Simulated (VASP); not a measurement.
MgS:

```
S Mg
1.0
     4.03462    0.00000    0.00000
    -2.01731    3.49409    0.00000
     0.00000    0.00000    6.43229
S Mg
2 2
Direct
  0.66667 0.33333 0.87924
  0.33333 0.66667 0.37924
  0.33333 0.66667 0.99575
  0.66667 0.33333 0.49575
```

The cell comes from a database or a generator and needn't be the stable form of this composition.

Program: VASP 6.6.1. Alike in all runs: task single point; level HSE(alpha, omega); potentials or basis VASP PAW PBE potentials, release 64 (S, Mg); no spin polarisation; cell as given; k mesh 4 × 4 × 2; cutoff (eV) 520; smearing fermi-dirac 0.05 eV; the mesh is coarse, so values aren't converged.

Problem. Order these runs on this cell by their band gap on the k mesh, lowest first.
A. screening parameter 0.15
B. screening parameter 0.6
C. screening parameter 0.4
D. screening parameter 0.1
E. screening parameter 0.3

Solution. B (3.85 eV), C (4.10 eV), E (4.28 eV), A (4.65 eV), D (4.83 eV).

Caveats: all runs use coarse meshes.
